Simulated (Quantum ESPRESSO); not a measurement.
# BN: zone-centre phonons and dielectric response under several settings

```
N B
1.0
     2.49824    0.00000    0.00000
    -1.24912    2.16354    0.00000
     0.00000    0.00000    6.63570
N B
2 2
Direct
  0.66667 0.33333 0.25000
  0.33333 0.66667 0.75000
  0.66667 0.33333 0.75000
  0.33333 0.66667 0.25000
```

All runs used Quantum ESPRESSO 7.5; k mesh 8 × 8 × 2, shifted; relaxed cell; no spin polarisation; cutoff 1143 eV; occupations smeared at first, fixed for the response.

```tsv
level	potentials	volume (Å³/atom)	pressure (GPa)	lowest optical mode without the field (cm⁻¹)	highest optical mode without the field (cm⁻¹)	ε∞ (mean)	ε0 (mean)	Born charge of atom 1 (e)	sum of the Born charges (e)
LDA	PseudoDojo 0.4.1 SR LDA standard	8.68	0.0	50	1386	4.19	5.5	-2.07	0.01
PBE	PseudoDojo 0.4.1 SR PBE standard	?	0.3	?	?	?	?	?	?
RPBE	PseudoDojo 0.4.1 SR PBE standard	10.61	0.6	20	1340	3.49	4.6	-1.99	0.00
```

Question: What stands in the row left open?

Answer: Volume 10.16 Å³/atom; lowest optical mode without the field 25 cm⁻¹; highest optical mode without the field 1348 cm⁻¹; ε∞ 3.65; ε0 4.8; Born charge of atom 1 -2.00 e; sum of the Born charges 0.00 e.

Caveats: all runs use coarse meshes; the layers were relaxed without a dispersion term, so their spacing and the soft interlayer modes are unreliable; this functional lacks dispersion, which binds the layers, so the pressure and a relaxed spacing across them are unreliable (some runs); the potentials were made for another functional, which shifts forces and pressure (some runs); the volume moved by over 15 % at a fixed basis, so the end points are rough (some runs); this functional lacks dispersion, which binds the layers, so the pressure and a relaxed spacing across them are unreliable, and here the layers came unbound (some runs).

For the row left open. Caveat: the k mesh is coarse (spacing up to 0.47 Å⁻¹), so the values aren't converged; the layers were relaxed without a dispersion term, so their spacing and the soft interlayer modes are unreliable; this functional lacks dispersion, which binds the layers, so the pressure and a relaxed spacing across them are unreliable.
